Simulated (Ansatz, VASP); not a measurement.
**Two plane-wave programs on AlRu4**

```
Al Ru
1.0
     4.39339    0.00000    0.00000
     0.00000    4.39339    0.00000
     0.00000    0.00000    4.39339
Al Ru
1 4
Direct
  0.00000 0.00000 0.00000
  0.24378 0.75622 0.75622
  0.75622 0.24378 0.75622
  0.75622 0.75622 0.24378
  0.24378 0.24378 0.24378
```

Change from the starting cell: species swapped into the SnI4 type (P-43m, No. 215).

Alike in both runs: task single point; functional PBE; k mesh 4 × 4 × 4; occupations gaussian, width 0.1 eV; no spin polarisation.

```csv
,VASP,Ansatz
version,VASP 6.6.1,Ansatz 0.2.0
potentials or method,"VASP PAW PBE potentials, release 64 (Al, Ru_pv)","scalar-relativistic, plane waves, PAW"
plane-wave cutoff (eV),520,420
valence electrons in the cell,59,67
```

VASP gave:

```
gap on the k mesh at the Fermi level (eV) : none
rms of the force components (eV/Å)        : 6.890
```

Q: What did Ansatz give for the same quantities?

A: gap on the k mesh at the Fermi level (eV): none; rms of the force components (eV/Å): 6.758.

Atom by atom the forces differ by 0.133 eV/Å (rms over components). A gap of «none» marks a metal or a gap that the smearing closes. The two sets of potentials don't hold the same shells in valence.

Caveats: forces of over 1 eV/Å show positions far from the minimum, so gaps and moduli don't describe the material at rest.
